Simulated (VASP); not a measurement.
Input of a VASP 6.6.1 run:

Contents of INCAR:

```
SYSTEM = Re
  PREC = Accurate
  ENCUT = 520
  EDIFF = 1E-6
  ISMEAR = 0
  SIGMA = 0.1
  LREAL = .FALSE.
  LASPH = .TRUE.
  NELM = 100
  ALGO = Fast
  ISIF = 2
  LWAVE = .FALSE.
  LCHARG = .FALSE.
  GGA = PS
  NBANDS = 10
```

The input KPOINTS:

```
Automatic mesh
0
G
  28 28 28
  0 0 0
```

POSCAR

```
Re
1.0
    0.0000000000      1.9404000000      1.9404000000
    1.9404000000      0.0000000000      1.9404000000
    1.9404000000      1.9404000000      0.0000000000
Re
1
Direct
    0.0000000000      0.0000000000      0.0000000000
```

Potentials or basis: VASP PAW PBE potentials, release 64 (Re).

Run with:

```console
$ cat potpaw_PBE.64/Re/POTCAR > POTCAR
$ mpirun -np 1 vasp_std > vasp.out
```

Problem. Predict the band gap on the k mesh.

Solution. None (metal or under the smearing width).

Problem. Estimate the pressure.

Solution. -0.3 GPa.

Caveat: the PAW data sets were made with another functional, which shifts forces and pressure a little. Spin-orbit coupling is left out, which matters for the levels of Re.
